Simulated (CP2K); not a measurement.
Runs of CP2K 2026.2 on CdTe. Symmetry: F-43m, No. 216, cubic system. The conventional cell has a = 6.410 Å, b = 6.410 Å, c = 6.410 Å, α = 90.00°, β = 90.00°, γ = 90.00°. Te (site symmetry -43m) is surrounded by 4 Cd at 2.78 Å. Cd (site symmetry -43m) has 4 Te at 2.78 Å as nearest neighbours. 

```csv
task,level,potentials or basis,cell,k mesh,smearing,EPS_DEFAULT,k points reduced by the point group,NGRIDS,CUTOFF of the grids,points a segment of the path (NPOINTS),gap on the mesh (eV),pressure (GPa),relaxed volume (Å³/atom)
single point,PBE,"POTENTIAL_UZH Te GTH-PBE-q6, Cd GTH-PBE-q12; TZVP-MOLOPT-PBE-GTH basis",as given,7 × 7 × 7,fermi-dirac 0.05 eV,1.0E-10,yes,4,450 Ry,-,0.88,4.9,-
band structure,r2SCAN,"POTENTIAL_UZH Te GTH-SCAN-q6, Cd GTH-SCAN-q12; TZVP-MOLOPT-SCAN-GTH basis",as given,7 × 7 × 7,fermi-dirac 0.05 eV,1.0E-9,yes,4,675 Ry,10,(b),(a),-
band structure,PBEsol,"POTENTIAL_UZH Te GTH-PBE-q6, Cd GTH-PBE-q12; TZVP-MOLOPT-PBE-GTH basis",as given,7 × 7 × 7,fermi-dirac 0.01 eV,1.0E-9,yes,4,450 Ry,8,0.73,2.9,-
band structure,LDA,"POTENTIAL_UZH Te GTH-PBE-q6, Cd GTH-PBE-q12; TZVP-MOLOPT-PBE-GTH basis",as given,7 × 7 × 7,fermi-dirac 0.05 eV,1.0E-10,yes,4,675 Ry,6,(d),1.9,-
relaxation of cell and atoms,PBE+D4,"POTENTIAL_UZH Te GTH-PBE-q6, Cd GTH-PBE-q12; DZVP-MOLOPT-PBE-GTH basis",relaxed,6 × 6 × 6,fermi-dirac 0.05 eV,1.0E-10,-,4,450 Ry,-,0.64,0.0,34.87
band structure,PBEsol,"POTENTIAL_UZH Te GTH-PBE-q6, Cd GTH-PBE-q12; TZVP-MOLOPT-PBE-GTH basis",as given,7 × 7 × 7,fermi-dirac 0.1 eV,1.0E-9,yes,4,450 Ry,10,0.73,2.9,-
band structure,vdW-DF2,"POTENTIAL_UZH Te GTH-PBE-q6, Cd GTH-PBE-q12; TZVP-MOLOPT-PBE-GTH basis",as given,7 × 7 × 7,fermi-dirac 0.05 eV,1.0E-10,yes,4,675 Ry,6,0.88,8.5,-
relaxation of cell and atoms,PBE+D2,"POTENTIAL_UZH Te GTH-PBE-q6, Cd GTH-PBE-q12; DZVP-MOLOPT-PBE-GTH basis",relaxed,6 × 6 × 6,fermi-dirac 0.05 eV,1.0E-10,-,4,450 Ry,-,0.65,0.0,(c)
band structure,TB-mBJ,"POTENTIAL_UZH Te GTH-PBE-q6, Cd GTH-PBE-q12; TZVP-MOLOPT-PBE-GTH basis",as given,7 × 7 × 7,fermi-dirac 0.05 eV,1.0E-10,yes,5,675 Ry,8,0.67,-,-
relaxation of cell and atoms,PBE+D3,"POTENTIAL_UZH Te GTH-PBE-q6, Cd GTH-PBE-q12; DZVP-MOLOPT-PBE-GTH basis",relaxed,6 × 6 × 6,fermi-dirac 0.05 eV,1.0E-10,-,4,450 Ry,-,0.62,0.0,35.04
band structure,PBE,"POTENTIAL_UZH Te GTH-PBE-q6, Cd GTH-PBE-q12; TZVP-MOLOPT-PBE-GTH basis",as given,7 × 7 × 7,fermi-dirac 0.05 eV,1.0E-10,yes,4,675 Ry,6,0.88,4.9,-
```

Alike in all rows: no spin polarisation.

**Question.** Estimate the missing entries.

**Answer.** (a) 3.3; (b) 1.27; (c) 34.79; (d) 0.61.

Caveats: spin-orbit coupling is left out, which moves the levels of the heavy elements; the basis of atomic orbitals isn't converged, which shifts pressures, moduli and gaps; the potentials were made for another functional, which shifts forces and pressure (some runs); the real-space grid breaks the cell's symmetry a little (some runs); an odd mesh through Γ misses points on the zone boundary, where band edges often lie (some runs); this is a model potential without an energy functional, so only levels have meaning (some runs).

A k mesh can miss the band edges, and the runs leave out spin-orbit coupling on Cd, Te.

Not every run made on this cell is shown here.
